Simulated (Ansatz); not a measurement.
This script makes an equation of state with a fit of SnO2, space group P4_2/mnm with the Python package of Ansatz (0.2.0).

The script, `eos_sno2.py`:
```python
"""Energy against volume for SnO2, with a fit."""

from dataclasses import dataclass

import ansatz as az
import numpy as np
from pymatgen.analysis.eos import EOS


@dataclass(frozen=True)
class Options:
    functional: str = "pbesol"
    filling: str = "cold"
    smearing_width: float = 0.05
    kgrid: tuple[int, ...] = (4, 4, 6)


cfg = Options()

VECTORS = np.array([
    [4.738, 0.0, 0.0],
    [0.0, 4.738, 0.0],
    [0.0, 0.0, 3.1865],
])
SITES = [
    ("Sn", (0.0, 0.0, 0.0)),
    ("Sn", (0.5, 0.5, 0.5)),
    ("O", (0.3071, 0.3071, 0.0)),
    ("O", (0.1929, 0.8071, 0.5)),
    ("O", (0.6929, 0.6929, 0.0)),
    ("O", (0.8071, 0.1929, 0.5)),
]


def crystal_on(cell):
    crystal = az.Crystal(lattice=az.Lattice.of(cell))
    for symbol, position in SITES:
        crystal = crystal.atom(symbol, position)
    return crystal

# uniform scaling of the cell
volumes, energies, pressures = [], [], []
for scale in np.linspace(0.92, 1.08, 7):
    cell = VECTORS * scale ** (1 / 3)
    job = (
        crystal_on(cell).calculation()
        .functional(cfg.functional)
        .pseudopotentials("paw")
        .basis(21 * az.Ha)
        .occupations(cfg.filling, width=cfg.smearing_width)
        .kpoints(*cfg.kgrid)
        .stress()
    )
    r = job.run().report
    volumes.append(abs(np.linalg.det(cell)) / len(SITES))
    energies.append(r["free_energy_ev"] / len(SITES))
    pressures.append(np.trace(r["stress_gpa"]) / 3)
    print(f"V = {volumes[-1]:8.4f} A^3/atom  F = {energies[-1]:.5f} eV/atom  P = {pressures[-1]:8.3f} GPa")

for form in ["murnaghan", "birch_murnaghan"]:
    fit = EOS(eos_name=form).fit(volumes, energies)
    print(f"{form:18s} V0 {fit.v0:8.4f} A^3/atom  B0 {fit.b0_GPa:7.1f} GPa  B1 {fit.b1:5.2f}")
```

Its results, one of them left out:

| V (Å³/atom) | F less the lowest row shown (meV/atom) |
| --- | --- |
| 10.968 | 93.38 |
| 11.286 | 48.30 |
| 11.604 | 19.14 |
| 11.922 | 3.68 |
| 12.240 | 0.00 |
| 12.558 | ? |
| 12.876 | 21.59 |

What is the missing energy at 12.558 Å³ an atom?

A third-order Birch-Murnaghan fit, E = E0 + (9 V0 B0 / 16) [(t - 1)³ B' + (t - 1)² (6 - 4t)] with t = (V0/V)^(2/3), through the 6 rows shown gives V0 = 12.189 Å³, B0 = 200.0 GPa, B' = 4.76 and E0 = -0.14 meV. At V = 12.558 Å³, t = 0.98034, and the fit interpolates to 6.44 meV. The run gave 6.45 meV, a miss of 0.01 meV.

Caveats:
- Shape and fractional positions are held along the curve, so the bulk modulus is an upper value where they are free to relax.
- Pressure is positive in compression.
- The structure is a deposited one; some such entries were measured under pressure or heat, so a shift against it needn't be the functional's error alone.
- Wall time of the script: 30 s on 1 thread of Intel(R) Xeon(R) Processor @ 2.30GHz, with other jobs on the host, peak memory 0.66 GiB.
